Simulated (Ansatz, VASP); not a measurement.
**Zr2N: VASP beside Ansatz**

```
Zr N
1.0
     5.41300    0.00000    0.00000
     0.00000    5.41300    0.00000
     0.00000    0.00000    3.30779
Zr N
4 2
Direct
  0.29613 0.29613 0.00000
  0.70387 0.70387 0.00000
  0.79613 0.20387 0.50000
  0.20387 0.79613 0.50000
  0.00000 0.00000 0.00000
  0.50000 0.50000 0.50000
```

The cell comes from a database or a generator and needn't be the stable form of this composition.

Alike in both runs: task single point; functional PBEsol; k mesh 4 × 4 × 6; occupations gaussian, width 0.1 eV; no spin polarisation.

```csv
,VASP,Ansatz
version,VASP 6.6.1,Ansatz 0.2.0
potentials or method,"VASP PAW PBE potentials, release 64 (Zr_sv, N)","scalar-relativistic, plane waves, PAW"
plane-wave cutoff (eV),520,420
valence electrons in the cell,58,58
```

```tsv
	VASP	Ansatz	Ansatz less VASP
gap on the k mesh at the Fermi level (eV)	none	none	-
pressure (GPa)	-4.6	-4.9	-0.24
largest component of the traceless stress (GPa)	0.71	0.73	+0.016
rms of the force components (eV/Å)	0.001	0.004	+0.0024
```

Atom by atom the forces differ by 0.002 eV/Å (rms over components). A gap of «none» marks a metal or a gap that the smearing closes.

Caveats: the PAW data sets were made with another functional, which shifts forces and pressure a little (VASP).
